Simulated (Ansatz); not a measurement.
Input and command of a calculation in Ansatz (plane waves; scalar-relativistic PAW potentials unless the input names others):

```yaml
crystal:
  lattice:
    - [3.1962448307, 0.0, 0.0]
    - [0.0, 9.0403455764, 0.0]
    - [0.0, 0.0, 21.3924896613]
  atoms:
    - { symbol: B, position: [0.5, 0.75, 0.3505903295] }
    - { symbol: B, position: [0.5, 0.25, 0.3505903295] }
    - { symbol: P, position: [0.0, 0.125, 0.3505903295] }
    - { symbol: P, position: [0.0, 0.625, 0.3505903295] }
    - { symbol: B, position: [0.0, 0.5, 0.4252951648] }
    - { symbol: B, position: [0.0, 0.0, 0.4252951648] }
    - { symbol: P, position: [0.5, 0.875, 0.4252951648] }
    - { symbol: P, position: [0.5, 0.375, 0.4252951648] }
    - { symbol: B, position: [0.4999858836, 0.2471959245, 0.4997344032] }
    - { symbol: B, position: [0.4999943594, 0.747193847, 0.4997341947] }
    - { symbol: P, position: [-7.282e-07, 0.623474246, 0.5001597635] }
    - { symbol: P, position: [-7.7164e-06, 0.1234770098, 0.5001582353] }
    - { symbol: B, position: [1.56136e-05, -0.0005952561, 0.5756547366] }
    - { symbol: B, position: [-1.6281e-06, 0.4993963007, 0.5756585768] }
    - { symbol: P, position: [0.5000012408, 0.3770794998, 0.5746556905] }
    - { symbol: P, position: [0.5000137379, 0.8770873235, 0.574652432] }
    - { symbol: B, position: [0.5000345476, 0.7198090696, 0.6332609005] }
    - { symbol: B, position: [0.4999887076, 0.2197935695, 0.6332623014] }
    - { symbol: P, position: [-6.7017e-06, 0.1163077163, 0.6562999672] }
    - { symbol: P, position: [2.93899e-05, 0.6163201776, 0.6562972935] }
basis:
  ecutwfc: 420
kpoints:
  mp_grid: { grid: [8, 3, 1] }
hamiltonian:
  xc: pbesol
scf:
  occupations: { method: gaussian, width: 0.05 }
  max_iter: 80
output:
  forces: true
  eigenvalues: true
efield:
  axis: 3
  dipole-correction: true
  ramp_width: 0.04
```

```bash
ansatz run input.yaml --threads 2 --pin off --max-ram 5120MiB --backend cpu --events-out ev --progress --plain --runs-dir out
```

Question: What is wrong with this input?

Answer: The program refuses it, because of a misspelt key (the key efield.dipole_correction typed as dipole-correction). With the key spelt rightly it is accepted.

Abridged log:
```
Error: YAML parse error: error: line 41 column 3: unknown field `dipole-correction`, expected one of axis, amplitude, dipole_correction, ramp_position, ramp_width
  --> <input>:41:3
   |
39 | efield:
40 |   axis: 3
41 |   dipole-correction: true
   |   ^ unknown field `dipole-correction`, expected one of axis, amplitude, dipole_correction, ramp_position, ramp_width
42 |   ramp_width: 0.04
   |
```